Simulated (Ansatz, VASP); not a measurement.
## CdS (e600): VASP beside Ansatz

```xyz
4
Lattice="4.1964 0.0000 0.0000 -2.0982 3.6342 0.0000 0.0000 0.0000 6.8286" Properties=species:S:1:pos:R:3 pbc="T T T"
Cd    0.0000    2.4228   -0.0054
Cd    2.0982    1.2114    3.4089
S     0.0000    2.4228    2.5661
S     2.0982    1.2114    5.9804
```

Alike in both runs: functional PBE; k mesh 9 × 9 × 4; occupations gaussian, width 0.02 eV; no spin polarisation.

Ansatz relaxed the structure, and its values are those at the end. VASP's run is a single point on that final structure, the one shown.

|  | VASP | Ansatz |
| --- | --- | --- |
| version | VASP 6.6.1 | Ansatz 0.2.0 |
| potentials or method | VASP PAW PBE potentials, release 64 (Cd, S) | scalar-relativistic, plane waves, PAW |
| plane-wave cutoff (eV) | 520 | 600 |
| valence electrons in the cell | 36 | 52 |

```csv
,VASP,Ansatz,Ansatz less VASP
gap on the k mesh at the Fermi level (eV),1.11,1.11,-0.001
least direct gap on the mesh (eV),1.11,1.11,-0.001
pressure (GPa),0.3,0.0,-0.29
```

The two sets of potentials don't hold the same shells in valence.
